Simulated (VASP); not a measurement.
# RbBr (Fm-3m) in VASP: further runs

Runs on RbBr. Level: r2SCAN. Tasks: single point.

Everything below comes from runs of VASP 6.6.1. Logs are shortened: lines on timing, memory, paths and dates and some standing lists are left out, and cuts for length are marked.

## Step 1: The structure

It takes space group Fm-3m (No. 225, cubic). The conventional cell has a = 6.854 Å, b = 6.854 Å, c = 6.854 Å, α = 90.00°, β = 90.00°, γ = 90.00°. Rb (site symmetry m-3m) is surrounded by 6 Br at 3.43 Å. Br (site symmetry m-3m) has 6 Rb at 3.43 Å as nearest neighbours.

## Step 2: Single point, r2SCAN

File INCAR:

```
SYSTEM = RbBr
PREC = Accurate
ENCUT = 250
EDIFF = 1E-6
ISMEAR = 0
SIGMA = 0.05
LREAL = .FALSE.
LASPH = .TRUE.
NELM = 100
ALGO = Normal
ISIF = 2
LWAVE = .FALSE.
LCHARG = .FALSE.
METAGGA = R2SCAN
LMIXTAU = .TRUE.
ADDGRID = .FALSE.
```

File KPOINTS:

```
Automatic mesh
0
G
  3 3 3
  0 0 0
```

File POSCAR:

```
RbBr
1.0
    0.0000000000      3.4270000000      3.4270000000
    3.4270000000      0.0000000000      3.4270000000
    3.4270000000      3.4270000000      0.0000000000
Rb Br
1 1
Direct
    0.0000000000      0.0000000000      0.0000000000
    0.5000000000      0.5000000000      0.5000000000
```

Potentials or basis: VASP PAW PBE potentials, release 64 (Rb_sv, Br).

Run with:

```console
$ cat potpaw_PBE.64/Rb_sv/POTCAR potpaw_PBE.64/Br/POTCAR > POTCAR
$ mpirun -np 1 vasp_std > vasp.out
```

OUTCAR:

```text
SYSTEM = RbBr
   PREC = Accurate
   ENCUT = 250
   EDIFF = 1E-6
   ISMEAR = 0
   LREAL = .FALSE.
   LASPH = .TRUE.
   NELM = 100
   ISIF = 2
   METAGGA = R2SCAN

 Found      4 irreducible k-points:

 Following reciprocal coordinates:
            Coordinates               Weight
  0.000000  0.000000  0.000000      1.000000
  0.333333  0.000000  0.000000      8.000000
  0.333333  0.333333  0.000000      6.000000
 -0.333333  0.333333  0.000000     12.000000
   k-points           NKPTS =      4   k-points in BZ     NKDIM =      4   number of bands    NBANDS=     12
   number of dos      NEDOS =    301   number of ions     NIONS =      2
   total plane-waves  NPLWV =  21952
   dimension x,y,z NGX =    28 NGY =   28 NGZ =   28
   dimension x,y,z NGXF=    56 NGYF=   56 NGZF=   56
   ions per type =               1   1
   NGX,Y,Z   is equivalent  to a cutoff of   9.60,  9.60,  9.60 a.u.
   NGXF,Y,Z  is equivalent  to a cutoff of  19.21, 19.21, 19.21 a.u.
 SYSTEM =  RbBr
   PREC   = accura    normal or accurate (medium, high low for compatibility)
   ISTART =      0    job   : 0-new  1-cont  2-samecut
   ICHARG =      2    charge: 1-file 2-atom 10-const
   ISPIN  =      1    spin polarized calculation?
   LNONCOLLINEAR =      F non collinear calculations
   LSORBIT =      F    spin-orbit coupling
   LASPH  =      T    aspherical Exc in radial PAW
   ENCUT  =  250.0 eV  18.37 Ry    4.29 a.u.   6.25  6.25  6.25*2*pi/ulx,y,z
   NELM   =    100;   NELMIN=  2; NELMDL= -5     # of ELM steps
   EDIFF  = 0.1E-05   stopping-criterion for ELM
   LREAL  =      F    real-space projection
   EDIFFG = 0.1E-04   stopping-criterion for IOM
   NSW    =      0    number of steps for IOM
   IBRION =     -1    ionic relax: 0-MD 1-quasi-New 2-CG
   NFREE  =      0    steps in history (QN), initial steepest desc. (CG)
   ISIF   =      2    stress and relaxation
   ISYM   =      2    0-nonsym 1-usesym 2-fastsym
   POTIM  = 0.5000    time-step for ionic-motion
   TEBEG  =    0.0;   TEEND  =   0.0 temperature during run
   PSTRESS=    0.0 pullay stress
   NELECT =      16.0000    total number of electrons
   NUPDOWN=      -1.0000    fix difference up-down
   EMIN   =  10.00;   EMAX   =-10.00  energy-range for DOS
   EFERMI =   0.00;   METHOD = LEGACY
   ISMEAR =     0;   SIGMA  =   0.05  broadening in eV -4-tet -1-fermi 0-gaus
   EFERMI_NEDOS =   21; number of points for ismear=-14 and -15
   IALGO  =     38    algorithm
   IMIX   =      4    mixing-type and parameters
     AMIX     =   0.40;   BMIX     =  1.00
     AMIX_MAG =   1.60;   BMIX_MAG =  1.00
  volume/ion in A,a.u.               =      40.25       271.61
  Fermi-wavevector in a.u.,A,eV,Ry     =   0.955412  1.805467 12.419564  0.912812
  Thomas-Fermi vector in A             =   2.084247
   LORBIT       =      0    0 simple, 1 ext, 2 COOP (PROOUT), +10 PAW based schemes
   METAGGA = R2SCAN    functional components
   LHFCALC =     F    Hartree Fock is set to
   AEXX    =    0.0000 exact exchange contribution
   IVDW    =     0    specifies the selected vdW correction
   LEPSILON=     F    determine dielectric tensor
   LRPA    =     F    only Hartree local field effects (RPA)
 non-spin polarized calculation
 Gauss-broadening in eV      SIGMA  =   0.05
  energy-cutoff  :      250.00
  volume of cell :       80.50
 maximum number of plane-waves:       745
 NGX is ok and might be reduce to    28
   NGX = 13   NGY = 13   NGZ = 13

 number of electron      15.9999998 magnetization

 Free energy of the ion-electron system (eV)
  ---------------------------------------------------
  ext. energy  EPLUGINS =         0.00000000
  ---------------------------------------------------
  free energy    TOTEN  =       -31.14978045 eV

  energy without entropy =      -31.14978045  energy(sigma->0) =      -31.14978045

 E-fermi :  -1.8440     XC(G=0):  -7.6292

 val. band max:       -2.1527296469   @ k =   0.0000   0.0000   0.0000
 cond. band min:       2.8174921003   @ k =   0.0000   0.0000   0.0000
 fundamental gap:      4.9702217472
 Fermi energy:        -1.8439801472

 k-point     1 :       0.0000    0.0000    0.0000
  band No.  band energies     occupation
      1     -27.3119      2.00000
      2     -14.7668      2.00000
      3     -10.8447      2.00000
      4     -10.8447      2.00000
      5     -10.8447      2.00000
      6      -2.1527      2.00000
      7      -2.1527      2.00000
      8      -2.1527      2.00000
      9       2.8175      0.00000
     10       5.7235      0.00000
     11       5.7235      0.00000
     12       5.7235      0.00000

 k-point     2 :       0.3333    0.0000    0.0000
  band No.  band energies     occupation
      1     -27.3047      2.00000
      2     -14.7987      2.00000
      3     -10.8496      2.00000
      4     -10.8496      2.00000
      5     -10.8043      2.00000
      6      -2.9206      2.00000
      7      -2.4193      2.00000
      8      -2.4193      2.00000
      9       4.6519      0.00000
     10       5.6798      0.00000
     11       7.0211      0.00000
     12       7.0211      0.00000

 k-point     3 :       0.3333    0.3333    0.0000
  band No.  band energies     occupation
      1     -27.3024      2.00000
      2     -14.7475      2.00000
      3     -10.9097      2.00000
      4     -10.8981      2.00000
      5     -10.8981      2.00000
      6      -2.7660      2.00000
      7      -2.2866      2.00000
      8      -2.2866      2.00000
      9       4.2118      0.00000
     10       4.8760      0.00000
     11       7.5575      0.00000
     12       8.2185      0.00000

 k-point     4 :      -0.3333    0.3333    0.0000
  band No.  band energies     occupation
      1     -27.3000      2.00000
      2     -14.7575      2.00000
      3     -10.9732      2.00000
      4     -10.8769      2.00000
      5     -10.8474      2.00000
      6      -2.7833      2.00000
      7      -2.5231      2.00000
      8      -2.4603      2.00000
      9       5.0927      0.00000
     10       6.0982      0.00000
     11       7.2018      0.00000
     12       7.4808      0.00000

------------------------ aborting loop because EDIFF is reached ----------------------------------------

  FORCE on cell =-STRESS in cart. coord.  units (eV):
  Direction    XX          YY          ZZ          XY          YZ          ZX
  --------------------------------------------------------------------------------------
  -------------------------------------------------------------------------------------
  Total        0.1900121      0.1900121      0.1900121      0.0000000      0.0000000      0.0000000
  in kB        3.7819833      3.7819833      3.7819833      0.0000000      0.0000000      0.0000000
  external PRESSURE =       3.7819833 kB  Pullay stress =       0.0000000 kB

 VOLUME and BASIS-vectors are now :
 -----------------------------------------------------------------------------
  energy-cutoff  :      250.00
  volume of cell :       80.50
      direct lattice vectors                 reciprocal lattice vectors
     0.000000000  3.427000000  3.427000000    -0.145900204  0.145900204  0.145900204
     3.427000000  0.000000000  3.427000000     0.145900204 -0.145900204  0.145900204
     3.427000000  3.427000000  0.000000000     0.145900204  0.145900204 -0.145900204

 POSITION                                       TOTAL-FORCE (eV/Angst)
 -----------------------------------------------------------------------------------
      0.00000      0.00000      0.00000         0.000000      0.000000     -0.000000
      3.42700      3.42700      3.42700         0.000000      0.000000      0.000000
 -----------------------------------------------------------------------------------
    total drift:                                0.000000      0.000000      0.000000

  FREE ENERGIE OF THE ION-ELECTRON SYSTEM (eV)
  ---------------------------------------------------
  free  energy   TOTEN  =       -31.1497804473 eV

  energy  without entropy=      -31.1497804473  energy(sigma->0) =      -31.14978045
```

stdout:

```text
POSCAR found type information on POSCAR RbBr
 POSCAR found :  2 types and       2 ions
 scaLAPACK will be used
 -----------------------------------------------------------------------------
|                                                                             |
|                                                                             |
|     You enforced a specific xc type in the INCAR file but a different       |
|     I HOPE YOU KNOW WHAT YOU ARE DOING!                                     |
|                                                                             |
 -----------------------------------------------------------------------------

 LDA part: xc-table for (None), standard interpolation
 POSCAR, INCAR and KPOINTS ok, starting setup
 FFT: planning ... GRIDC
 FFT: planning ... GRID_SOFT
 FFT: planning ... GRID
 WAVECAR not read
 entering main loop
```

Run time: 22 s. Hardware: 1 thread of AMD EPYC 7R13 (Zen 3), shared host; peak memory 0.12 GiB.

The run converged, but some of its settings lie outside the range that counts as converged, so its numbers aren't taken as properties of the crystal.

Results:

```
Free energy            : -31.1498 eV
Band gap on the k mesh : 4.97 eV, direct
```

Caveat: the k mesh is coarse (spacing up to 0.53 Å⁻¹), so the values aren't converged; the cutoff is under 1.25 times the usual one of these potentials, so pressure, stress and relaxed cells hold a basis-set (Pulay) error; the PAW data sets were made with another functional, which shifts forces and pressure a little.

## Step 3: Single point, r2SCAN

Changes to INCAR since step 2:

```diff
@@ -2,3 +2,3 @@
 PREC = Accurate
-ENCUT = 250
+ENCUT = 600
 EDIFF = 1E-6
```

File KPOINTS:

```
Automatic mesh
0
G
  2 2 2
  0 0 0
```

POSCAR is that of step 2.

Potentials or basis: VASP PAW PBE potentials, release 64 (Rb_sv, Br).

Run with:

```console
$ cat potpaw_PBE.64/Rb_sv/POTCAR potpaw_PBE.64/Br/POTCAR > POTCAR
$ mpirun -np 1 vasp_std > vasp.out
```

It took 41 s on 1 thread of AMD EPYC 7R13 (Zen 3), shared host; peak memory 0.22 GiB.

The run converged, but some of its settings lie outside the range that counts as converged, so its numbers aren't taken as properties of the crystal.

Results:

- Free energy: -31.0908 eV
- Pressure: 0.8 GPa
- Band gap on the k mesh: 4.94 eV, direct

Caveat: the k mesh is coarse (spacing up to 0.79 Å⁻¹), so the values aren't converged; the PAW data sets were made with another functional, which shifts forces and pressure a little.

## Step 4: The reference run

An earlier run on the cell as given: functional PBE; potentials or basis VASP PAW PBE potentials, release 64 (Rb_sv, Br); cutoff 520 eV; k mesh 7 × 7 × 7; occupations fermi-dirac, width 0.05 eV; no spin polarisation.

- Pressure: 1.0 GPa
- Band gap on the k mesh: 4.36 eV, direct
